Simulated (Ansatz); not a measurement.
The system is TePt.

```
Pt Te
1.0
     1.98157    1.14406    6.66103
    -1.98157    1.14406    6.66103
     0.00000   -2.28812    6.66103
Pt Te
2 2
Direct
  0.12967 0.12967 0.12967
  0.87033 0.87033 0.87033
  0.40200 0.40200 0.40200
  0.59800 0.59800 0.59800
```

| Property | Result |
| --- | --- |
| Program | Ansatz 0.2.0 |
| Task | relaxation of cell and atoms |
| Functional | PBE |
| Dispersion | D3(BJ) |
| Potentials or basis | Ansatz PAW |
| Cutoff | 420 eV (not typed: the program's choice for these potentials) |
| k mesh | 8 × 8 × 8 |
| Occupations | fermi-dirac, width 0.05 eV |
| Spin | no spin polarisation |

At the start: volume 22.65 Å³/atom.

**Question.** Where does the relaxation end?

**Answer.** It ends after 7 steps and the volume is 22.30 Å³/atom (-1.5 %); space group R-3m (No. 166, to 0.05 Å).

The path:
| step | energy change (eV) | largest force (eV/Å) | volume (Å³) |
| --- | --- | --- | --- |
| 1 | 0.0000 | 0.3876 | 90.60 |
| 2 | -0.0202 | 0.0861 | 89.78 |
| 3 | -0.0219 | 0.0810 | 89.33 |
| 4 | -0.0226 | 0.0175 | 89.49 |
| 5 | -0.0230 | 0.0311 | 89.25 |
| 6 | -0.0231 | 0.0022 | 89.20 |
| 7 | -0.0227 | 0.0021 | 89.20 |

Final structure:
```yaml
crystal:
  lattice:
    - [1.98555, 1.14636, 6.53179]
    - [-1.98555, 1.14636, 6.53179]
    - [0.00000, -2.29272, 6.53179]
  atoms:
    - { symbol: Pt, position: [0.12915, 0.12915, 0.12915] }
    - { symbol: Pt, position: [0.87085, 0.87085, 0.87085] }
    - { symbol: Te, position: [0.39913, 0.39913, 0.39913] }
    - { symbol: Te, position: [0.60087, 0.60087, 0.60087] }
```

Caveat: the plane-wave basis is chosen anew once the cell has moved, so the energies of steps on either side of that aren't comparable.
